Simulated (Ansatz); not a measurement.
The system is PbS (Galena).

```
Pb S
1.0
     0.00000    2.96575    2.96575
     2.96575    0.00000    2.96575
     2.96575    2.96575    0.00000
Pb S
1 1
Direct
  0.00000 0.00000 0.00000
  0.50000 0.50000 0.50000
```

```yaml
Program: Ansatz 0.2.0
Task: relaxation of cell and atoms
Functional: rPW86-PBE
Potentials_or_basis: Ansatz PAW
Cutoff: "420 eV (not typed: the program's choice for these potentials)"
k_mesh: 8 × 8 × 8
Occupations: fermi-dirac, width 0.05 eV
Spin: no spin polarisation
```

At the start: volume 26.09 Å³/atom.

Q: Where does the relaxation end?

A: It ends after 5 steps and the volume is 28.45 Å³/atom (+9.0 %); space group Fm-3m (No. 225, to 0.05 Å).

Step by step:
| step | energy change (eV) | largest force (eV/Å) | volume (Å³) |
| --- | --- | --- | --- |
| 1 | 0.0000 | 0.0000 | 52.17 |
| 2 | -0.0466 | 0.0000 | 60.03 |
| 3 | -0.0704 | 0.0000 | 57.36 |
| 4 | -0.0710 | 0.0000 | 56.89 |
| 5 | -0.0721 | 0.0000 | 56.89 |

Final structure:
```xyz
2
Lattice="0.0000 3.0526 3.0526 3.0526 0.0000 3.0526 3.0526 3.0526 0.0000" Properties=species:S:1:pos:R:3 pbc="T T T"
Pb    0.0000    0.0000    0.0000
S     3.0526    3.0526    3.0526
```

Caveat: the plane-wave basis is chosen anew once the cell has moved, so the energies of steps on either side of that aren't comparable; the PAW data sets come from PBE, with cores solved anew for the run's functional, which leaves a small shift of forces and pressure.
